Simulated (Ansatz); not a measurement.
Level of theory: DFT PBE, scalar-relativistic, plane waves, PAW (Ansatz 0.2.0). All cells share a 420 eV cutoff and Γ-centred k meshes spaced at most about 0.3 Å⁻¹ (about 0.25 or finer for metals, 2π included). No spin polarisation in the final relaxations.

All energies are static (0 K, no zero-point motion).

Compare these two cells of C, each relaxed at this level.

1. Space group P6_522 (No. 179), hexagonal, a = 4.919 Å, c = 3.437 Å. C on its first site is surrounded by 4 C at 1.53–1.55 Å; C on its second site is surrounded by 4 C at 1.55–1.60 Å.

2. Space group C2/m (No. 12), monoclinic, a = 3.761 Å, b = 9.139 Å, c = 2.605 Å, β = 121.4°. C on a site of symmetry 1 is surrounded by 4 C at 1.52–1.63 Å; C on a site of symmetry 2 is surrounded by 1 C at 1.34 Å and 2 C at 1.52 Å.

Question: Which would you expect to be lower, and how large is the difference?

Answer: Cell 1 is lower, by 86 meV/atom. Cell 1 has space group P6_522 (No. 179), 6.0 Å³/atom and a gap of 4.28 eV on its mesh; cell 2 has space group C2/m (No. 12), 6.4 Å³/atom and no gap. Counting all near atoms (those within 1.25 times the shortest such distance or 1.15 times the sum of covalent radii; a plus sign parts nearer from farther groups; a slash parts the counts of unlike sites), cell 1 has C 4 and cell 2 has C 1+2/4. The denser one is the lower, and pressure would at first widen the difference. Both come from invented guesses. A third cell relaxed alike, in P6_3/mmc, lies 0.36 eV/atom below the lower of the two. The part of the Crystallography Open Database at hand lists C in space groups No. 58, 69, 71, 141, 166 and others; sharing a group (P6_3/mmc) doesn't make a cell the listed structure.

Kohn–Sham gaps at this level usually fall short of measured ones. Cells relaxed within their symmetry can be saddle points.

Cell 1 is a fully four-connected, sp³-type network, whereas cell 2 mixes four-connected carbon with three-connected pairs whose 1.34 Å contact is that of a localised C=C double bond. Threefold carbon isn't in itself unfavourable, as graphite shows. Here, though, the π bonding is largely confined to pairs attached to saturated carbon, so the delocalisation that stabilises a graphitic sheet is missing. This, together with strain in the single-bond framework, where contacts reach 1.63 Å, probably accounts for the higher energy of cell 2; the total energies don't separate the two contributions.

The gap of cell 1 fits filled σ bonding states well separated from σ* states. An isolated double bond would also favour a gap, so its absence in cell 2 suggests that π and π* bands broaden and overlap through contacts between neighbouring pairs. Cell 1 is itself far above the P6_3/mmc cell despite bond lengths close to diamond's, which points to distorted bond angles as a likely source of its excess energy. Its lower energy relative to cell 2 therefore doesn't make it a ground-state candidate.
